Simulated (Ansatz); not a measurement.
A run of Ansatz 0.2.0 is set up as follows.

The input input.yaml:

```yaml
crystal:
  lattice:
    - [-1.443, 1.443, 1.443]
    - [1.443, -1.443, 1.443]
    - [1.443, 1.443, -1.443]
  atoms:
    - { symbol: Fe, position: [0.0, 0.0, 0.0], spin: 3.0 }
hamiltonian:
  xc: pbe
  pseudopotentials: { kind: nc, accuracy: standard }
magnetization:
  spin_polarized: true
kpoints:
  mp_grid: { grid: [13, 13, 13] }
  band_path:
    path:
      - [[0.0, 0.0, 0.0], [0.5, -0.5, 0.5], [0.0, 0.0, 0.5], [0.0, 0.0, 0.0], [0.25, 0.25, 0.25], [0.5, -0.5, 0.5]]
      - [[0.25, 0.25, 0.25], [0.0, 0.0, 0.5]]
    npoints: 14
scf:
  occupations: { method: fermi_dirac, width: 0.05 }
  n_extra_bands: 6
output:
  forces: true
  stress: true
  eigenvalues: true
  fatbands: false
```

Potentials or basis: PseudoDojo standard (PBE files).

Run with:

```sh
$ ansatz run input.yaml --threads 2 --pin off --max-ram 5632MiB --backend cpu --events-out ev --progress --plain --runs-dir out
```

Problem. What does it give for the absolute moment?

Solution. 2.63 μB per cell.

Problem. What does it give for the band gap on the k mesh?

Solution. None (metal or under the smearing width).

Problem. What does it give for the site moments?

Solution. Fe +2.54 μB.

Problem. What does it give for the pressure?

Solution. -4.9 GPa.

Levels at the corners of the path, in eV from the Fermi level:
Spin up:
```tsv
point	band 7	band 8	band 9	band 10	band 11	band 12
Γ	-2.33	-2.33	-1.17	-1.17	23.98	23.98
H	-0.10	-0.10	-0.10	9.48	9.48	9.48
N	-1.13	-1.00	0.15	0.54	6.82	17.67
Γ	-2.33	-2.33	-1.17	-1.17	23.98	23.98
P	-3.15	-0.97	-0.97	8.23	8.23	8.23
H	-0.10	-0.10	-0.10	9.48	9.48	9.48
P	-3.15	-0.97	-0.97	8.23	8.23	8.23
N	-1.13	-1.00	0.15	0.54	6.82	17.67
```
Spin down:
```tsv
point	band 3	band 4	band 5	band 6	band 7	band 8	band 9	band 10
Γ	-50.98	-50.98	-8.05	0.10	0.10	0.10	2.01	2.01
H	-51.25	-51.25	-2.51	-2.51	2.67	2.67	2.67	9.71
N	-51.11	-50.98	-3.21	-1.14	0.53	1.88	2.25	2.96
Γ	-50.98	-50.98	-8.05	0.10	0.10	0.10	2.01	2.01
P	-51.17	-51.17	-1.42	-1.42	-1.42	2.30	2.30	9.25
H	-51.25	-51.25	-2.51	-2.51	2.67	2.67	2.67	9.71
P	-51.17	-51.17	-1.42	-1.42	-1.42	2.30	2.30	9.25
N	-51.11	-50.98	-3.21	-1.14	0.53	1.88	2.25	2.96
```
